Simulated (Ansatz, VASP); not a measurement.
# ZnS in VASP and in Ansatz

Contents of POSCAR:

```
ZnS
1.0
    0.0000000000      2.7020000000      2.7020000000
    2.7020000000      0.0000000000      2.7020000000
    2.7020000000      2.7020000000      0.0000000000
Zn S
1 1
Direct
    0.7500000000      0.7500000000      0.7500000000
    0.0000000000      0.0000000000      0.0000000000
```

The input INCAR.step1:

```
SYSTEM = ZnS
PREC     = Accurate       ! precision mode
ENCUT    = 600            ! plane-wave cutoff, eV
EDIFF    = 1E-5           ! SCF threshold, eV
ISMEAR   = -1             ! smearing method
SIGMA    = 0.05           ! smearing width, eV
LREAL    = .False.        ! projectors in reciprocal space
LASPH    = .True.         ! aspherical terms in the spheres
NELM     = 80             ! most SCF steps
ALGO     = Normal         ! electronic algorithm
LWAVE    = .True.         ! write WAVECAR
LCHARG   = .False.        ! write CHGCAR
GGA      = PE             ! functional
```

INCAR.step2

```
SYSTEM = ZnS
PREC     = Accurate       ! precision mode
ENCUT    = 600            ! plane-wave cutoff, eV
EDIFF    = 1E-6           ! SCF threshold, eV
ISMEAR   = -1             ! smearing method
SIGMA    = 0.05           ! smearing width, eV
LREAL    = .False.        ! projectors in reciprocal space
LASPH    = .True.         ! aspherical terms in the spheres
NELM     = 80             ! most SCF steps
ALGO     = Normal         ! electronic algorithm
ISIF     = 3              ! what is computed and relaxed
LWAVE    = .False.        ! write WAVECAR
LCHARG   = .False.        ! write CHGCAR
GGA      = PS             ! functional
LHFCALC  = .True.         ! exact exchange
AEXX     = 0.25           ! exact-exchange fraction
PRECFOCK = Normal       
HFRCUT   = -1           
IBRION   = 2              ! ionic algorithm
NSW      = 40             ! ionic steps
EDIFFG   = -0.02          ! ionic threshold
ISTART   = 1
```

KPOINTS

```
Automatic mesh
0
Gamma
  5 5 5
  0 0 0
```

input.yaml

```yaml
crystal:
  lattice:
    - [0.0, 2.702, 2.702]
    - [2.702, 0.0, 2.702]
    - [2.702, 2.702, 0.0]
  atoms:
    - { symbol: Zn, position: [0.75, 0.75, 0.75] }
    - { symbol: S, position: [0.0, 0.0, 0.0] }
hamiltonian:
  xc: { exchange: pbesol, correlation: pbesol, exx: { coeff: 0.25 } }
  pseudopotentials: { kind: paw }
kpoints:
  mp_grid: { grid: [5, 5, 5] }
scf:
  occupations: { method: fermi_dirac, width: 0.05 }
output:
  forces: true
  stress: true
  write_density: true
  write_potential: true
  elf: true
  volumetric_format: npy
relax:
  f_tol: 0.01
  max_steps: 40
  cell: { stress_tol: 0.05 }
```

Alike in both runs: task relaxation of cell and atoms; functional PBEsol0; k mesh 5 × 5 × 5; occupations fermi-dirac, width 0.05 eV; no spin polarisation.

|  | VASP | Ansatz |
| --- | --- | --- |
| version | VASP 6.6.1 | Ansatz 0.2.0 |
| potentials or method | VASP PAW PBE potentials, release 64 (Zn, S) | Ansatz PAW |
| plane-wave cutoff (eV) | 600 | 420 |
| valence electrons in the cell | 18 | 18 |

|  | VASP | Ansatz | Ansatz less VASP |
| --- | --- | --- | --- |
| gap on the k mesh at the Fermi level, each at its own relaxed structure (eV) | 3.99 | 3.99 | 0.000 |
| relaxed volume (Å³/atom) | 19.29 | 19.28 | -0.014 |
| relaxed cell length with the largest relative difference (Å) | 3.793 | 3.792 | -0.0009 |
| energy change over the relaxation (meV/atom) | -3 | -3 | 0.0 |

Caveats: the PAW data sets were made with another functional, which shifts forces and pressure a little (VASP); odd divisions of the mesh miss points on the zone boundary, where band edges often lie, so the gap on the mesh can be too wide (Ansatz); the plane-wave basis is chosen anew once the cell has moved, so the energies of steps on either side of that aren't comparable (Ansatz); the PAW data sets come from PBE, with cores solved anew for the run's functional, which leaves a small shift of forces and pressure (Ansatz).
